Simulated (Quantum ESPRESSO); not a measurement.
Crystal: SiC (Moissanite 3C).

```xyz
2
Lattice="0.0000 2.1790 2.1790 2.1790 0.0000 2.1790 2.1790 2.1790 0.0000" Properties=species:S:1:pos:R:3 pbc="T T T"
Si    0.0000    0.0000    0.0000
C     3.2685    3.2685    3.2685
```

Base run:

| Quantity | Value |
| --- | --- |
| Program | Quantum ESPRESSO 7.5 |
| Functional | PBE |
| Potentials or basis | PseudoDojo 0.4 FR PBE standard |
| Cutoff | 1116 eV |
| Density cutoff | 4463 eV |
| k mesh | 6 × 6 × 6 |
| Occupations | fixed |
| Spin | non-collinear spin, zero start, spin-orbit coupling |

Its results: band gap on the k mesh, mean-field level 1.36 eV, indirect (least direct gap 4.55 eV).

Task: The run is repeated on the same cell with these changes: functional from PBE to PBEsol; potentials or basis from PseudoDojo 0.4 FR PBE standard to PseudoDojo 0.4 FR PBEsol standard. What comes out?

Result: Band gap on the k mesh, mean-field level 1.24 eV, indirect (least direct gap 4.45 eV).

A k mesh can miss the band edges.
